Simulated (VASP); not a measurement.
**A VASP 6.6.1 single-point calculation on MgO**

INCAR

```
SIGMA = 0.01
IBRION = -1
NSW = 0
GGA = PE
LASPH = .TRUE.
ISIF = 2
LWAVE = .FALSE.
EDIFF = 1E-7
PREC = Accurate
LCHARG = .FALSE.
NBANDS = 11
ENCUT = 520
NELM = 120
ISMEAR = 0
LREAL = .FALSE.
```

KPOINTS

```
KPOINTS created by Atomic Simulation Environment
0
Gamma
10 10 10
0 0 0
```

POSCAR

```
Mg O
 1.0000000000000000
     0.0000000000000000    2.1652324378999999    2.1652324378999999
     2.1652324378999999    0.0000000000000000    2.1652324378999999
     2.1652324378999999    2.1652324378999999    0.0000000000000000
 Mg  O
   1   1
Cartesian
  0.0000000000000000  0.0000000000000000  0.0000000000000000
  2.1652324378999999  2.1652324378999999  2.1652324378999999
```

The recommended PBE PAW datasets give the neutral cell 8 valence electrons.

Command

```
mpirun -np 1 vasp_std
```

OSZICAR

```
N       E                     dE             d eps       ncg     rms          rms(c)
DAV:   1     0.141988148200E+02    0.14199E+02   -0.45741E+03  1154   0.645E+02
DAV:   2    -0.128030664492E+02   -0.27002E+02   -0.26425E+02  1177   0.134E+02
DAV:   3    -0.134400367745E+02   -0.63697E+00   -0.63642E+00  1271   0.182E+01
DAV:   4    -0.134415857079E+02   -0.15489E-02   -0.15489E-02  1118   0.102E+00
DAV:   5    -0.134415909425E+02   -0.52345E-05   -0.52345E-05  1205   0.590E-02    0.717E+00
DAV:   6    -0.119081607957E+02    0.15334E+01   -0.94732E+00  1073   0.164E+01    0.238E+00
DAV:   7    -0.118904965651E+02    0.17664E-01   -0.83567E-02  1121   0.234E+00    0.136E+00
DAV:   8    -0.118839148216E+02    0.65817E-02   -0.35001E-02  1088   0.205E+00    0.278E-01
DAV:   9    -0.118833952873E+02    0.51953E-03   -0.73666E-04  1175   0.190E-01    0.155E-01
DAV:  10    -0.118833408781E+02    0.54409E-04   -0.61986E-04  1112   0.186E-01    0.787E-03
DAV:  11    -0.118833434761E+02   -0.25980E-05   -0.46569E-06  1181   0.157E-02    0.662E-03
DAV:  12    -0.118833433834E+02    0.92685E-07   -0.82460E-07  1154   0.673E-03
   1 F= -.11883343E+02 E0= -.11883343E+02  d E =-.101055E-77
```

From OUTCAR

```
k-points           NKPTS =     47   k-points in BZ     NKDIM =     47   number of bands    NBANDS=     11

   NELECT =       8.0000    total number of electrons

   dimension x,y,z NGX =    24 NGY =   24 NGZ =   24
   dimension x,y,z NGXF=    48 NGYF=   48 NGZF=   48

  energy-cutoff  :      520.00
  volume of cell :       20.30
      direct lattice vectors                 reciprocal lattice vectors
     0.000000000  2.165232438  2.165232438    -0.230922090  0.230922090  0.230922090
     2.165232438  0.000000000  2.165232438     0.230922090 -0.230922090  0.230922090
     2.165232438  2.165232438  0.000000000     0.230922090  0.230922090 -0.230922090

 k-points in reciprocal lattice and weights: KPOINTS created by Atomic Simulation Env
   0.00000000  0.00000000  0.00000000       0.001
   0.10000000  0.00000000  0.00000000       0.008
   0.20000000  0.00000000  0.00000000       0.008
   0.30000000  0.00000000  0.00000000       0.008
   0.40000000  0.00000000  0.00000000       0.008
   0.50000000  0.00000000  0.00000000       0.004
   0.10000000  0.10000000  0.00000000       0.006
   0.20000000  0.10000000  0.00000000       0.024
   ...

 E-fermi :   2.7202

 k-point     1 :       0.0000    0.0000    0.0000
  band No.  band energies     occupation
      1     -14.2683      2.00000
      2       2.5904      2.00000
      3       2.5904      2.00000
      4       2.5904      2.00000
      5       6.5489      0.00000
      6      17.9164      0.00000
      7      17.9164      0.00000
      8      17.9164      0.00000
      9      21.6204      0.00000
     10      23.3003      0.00000
     11      23.3003      0.00000

 k-point     2 :       0.1000    0.0000    0.0000
  band No.  band energies     occupation
      1     -14.1773      2.00000
      2       1.9525      2.00000
      3       2.5321      2.00000
      4       2.5321      2.00000
      5       7.1873      0.00000
      6      16.6887      0.00000
      7      18.1247      0.00000
      8      18.1247      0.00000
      9      22.4432      0.00000
     10      22.4432      0.00000
     11      23.1090      0.00000

 k-point     3 :       0.2000    0.0000    0.0000
  band No.  band energies     occupation
      1     -13.9285      2.00000
      2       0.7124      2.00000
      3       2.3841      2.00000
      4       2.3841      2.00000
      5       8.3873      0.00000
      6      15.1544      0.00000
      7      18.5007      0.00000
      8      18.5007      0.00000
      9      21.7421      0.00000
     10      21.7421      0.00000
     11      23.5376      0.00000

 k-point     4 :       0.3000    0.0000    0.0000
  band No.  band energies     occupation
      1     -13.5957      2.00000
      2      -0.4932      2.00000
      3       2.2095      2.00000
      4       2.2095      2.00000
      5       9.3907      0.00000
      6      14.3199      0.00000
      7      18.4694      0.00000
      8      18.4694      0.00000
      9      22.2108      0.00000
     10      22.2108      0.00000
     11      22.9204      0.00000

 k-point     5 :       0.4000    0.0000    0.0000
  band No.  band energies     occupation
      1     -13.3016      2.00000
      2      -1.3585      2.00000
      3       2.0744      2.00000
      4       2.0744      2.00000
      5       9.8699      0.00000
      6      14.1940      0.00000
      7      18.1859      0.00000
      8      18.1859      0.00000
      9      22.4318      0.00000
     10      23.3912      0.00000
     11      23.3912      0.00000

 ...

  Total       -1.0013813     -1.0013813     -1.0013813     -0.0000000     -0.0000000      0.0000000
  in kB      -79.0253605    -79.0253605    -79.0253605     -0.0000000     -0.0000000      0.0000000
  external PRESSURE =     -79.0253605 kB  Pullay stress =       0.0000000 kB

 POSITION                                       TOTAL-FORCE (eV/Angst)
 -----------------------------------------------------------------------------------
      0.00000      0.00000      0.00000         0.000000      0.000000      0.000000
      2.16523      2.16523      2.16523        -0.000000     -0.000000      0.000000
 -----------------------------------------------------------------------------------
    total drift:                               -0.000000     -0.000000      0.000000

  FREE ENERGIE OF THE ION-ELECTRON SYSTEM (eV)
  ---------------------------------------------------
  free  energy   TOTEN  =       -11.8833433834 eV

  energy  without entropy=      -11.8833433834  energy(sigma->0) =      -11.88334338
```

It converged. Results: gap between bands v and c on the k mesh 3.96 eV; least direct gap on the k mesh 3.96 eV; pressure -7.9 GPa. Band v is the last that the valence electrons fill when counted band by band, and c is the next.

For comparison, a separate PBE run of the intended cell, on usual settings and not on those above, gives a gap of 3.96 eV on its mesh and a pressure of -7.9 GPa.

The run above took about 6 s on one core of a shared host (Intel Xeon Platinum 8488C) and held 0.14 GiB at most.
